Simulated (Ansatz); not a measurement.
A 2-atom cell of KI (Fm-3m) from a materials database, relaxed with r2SCAN. It is cubic, Fm-3m (No. 225); a = 7.089 Å in the conventional setting, 44.53 Å³ an atom. K is surrounded by 6 I at 3.54 Å; I is surrounded by 6 K at 3.54 Å.

```cif
data_structure
_symmetry_space_group_name_H-M 'Fm-3m'
_symmetry_Int_Tables_number 225
_cell_length_a 7.0890
_cell_length_b 7.0890
_cell_length_c 7.0890
_cell_angle_alpha 90.000
_cell_angle_beta 90.000
_cell_angle_gamma 90.000
_cell_volume 356.25
loop_
_atom_site_label
_atom_site_type_symbol
_atom_site_symmetry_multiplicity
_atom_site_Wyckoff_symbol
_atom_site_fract_x
_atom_site_fract_y
_atom_site_fract_z
_atom_site_occupancy
K1 K 4 a 0.00000 0.00000 0.00000 1
I1 I 4 b 0.50000 0.00000 0.00000 1
```

4 runs of Ansatz 0.2.0 on this cell differ in the functional (and in the settings that go with it). Levels are in eV from each run's valence top; v1 is the last filled band, c1 the first empty one.

Run A, mean stress +0.5 GPa (compression positive):
```tsv
point	v4	v3	v2	v1	c1	c2
Γ	-10.49	0.00	0.00	0.00	3.94	6.51
X	-10.35	-0.98	-0.36	-0.36	4.96	5.75
U	-10.30	-0.84	-0.74	-0.37	5.62	6.61
```

Run B, mean stress +0.3 GPa (compression positive):
```tsv
point	v4	v3	v2	v1	c1	c2
Γ	-11.41	0.00	0.00	0.00	5.63	8.38
X	-11.24	-1.09	-0.40	-0.40	6.65	7.53
U	-11.18	-0.93	-0.80	-0.41	7.35	8.44
```

Run C, mean stress -1.4 GPa (compression positive):
```tsv
point	v4	v3	v2	v1	c1	c2
Γ	-10.60	0.00	0.00	0.00	3.58	6.31
X	-10.46	-1.02	-0.37	-0.37	4.72	5.46
U	-10.40	-0.88	-0.78	-0.39	5.38	6.35
```

Run D, mean stress +0.3 GPa (compression positive):
```tsv
point	v4	v3	v2	v1	c1	c2
Γ	-11.36	0.00	0.00	0.00	4.94	7.64
X	-11.20	-1.05	-0.39	-0.39	5.94	6.81
U	-11.14	-0.90	-0.78	-0.40	6.64	7.70
```

**Question.** Match the runs to LDA, PBE, HSE06, PBE0.

**Answer.** A is PBE, B is PBE0, C is LDA, D is HSE06. In order of the gap: LDA 3.58, PBE 3.94, HSE06 4.94, PBE0 5.63 eV.

The values are computed, spin-unpolarised, and not measurements.

Spin-orbit coupling is left out, which matters wherever the heavy atoms make up the band edges.

The program warns that its thresholds are loose for a hybrid's stress.

The meshes of the hybrids are coarse, so their gaps aren't converged to the digits shown.
